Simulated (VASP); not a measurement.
Input of a VASP 6.6.1 run:

File INCAR:

```
SYSTEM = NbP
PREC = Accurate
ENCUT = 300
EDIFF = 1E-7
ISMEAR = 0
SIGMA = 0.1
LREAL = .False.
LASPH = .True.
NELM = 80
ALGO = Normal
ISIF = 2
LWAVE = .False.
LCHARG = .False.
GGA = PE
NBANDS = 26
```

The input KPOINTS:

```
Automatic mesh
0
Gamma
  12 12 12
  0 0 0
```

File POSCAR:

```
NbP
1.0
   -1.6749232500      1.6749232500      5.7401081800
    1.6749232500     -1.6749232500      5.7401081800
    1.6749232500      1.6749232500     -5.7401081800
Nb P
2 2
Direct
    0.7498808000      0.7498808000      0.0000000000
    0.4998808000      0.9998808000      0.5000000000
    0.3327477700      0.3327477700      0.0000000000
    0.0827477800      0.5827477800      0.5000000000
```

Potentials or basis: VASP PAW PBE potentials, release 64 (Nb_sv, P).

Run with:

```bash
$ cat potpaw_PBE.64/Nb_sv/POTCAR potpaw_PBE.64/P/POTCAR > POTCAR
$ mpirun -np 1 vasp_std > vasp.out
```

**Question.** Estimate the largest force.

**Answer.** 0.017 eV/Å.

**Question.** What does it give for the band gap on the k mesh?

**Answer.** None (metal or under the smearing width).

Forces on the atoms (eV/Å):
```
Nb   0.000  0.000  0.017
Nb   0.000  0.000  0.017
P    0.000  0.000 -0.017
P    0.000  0.000 -0.017
```
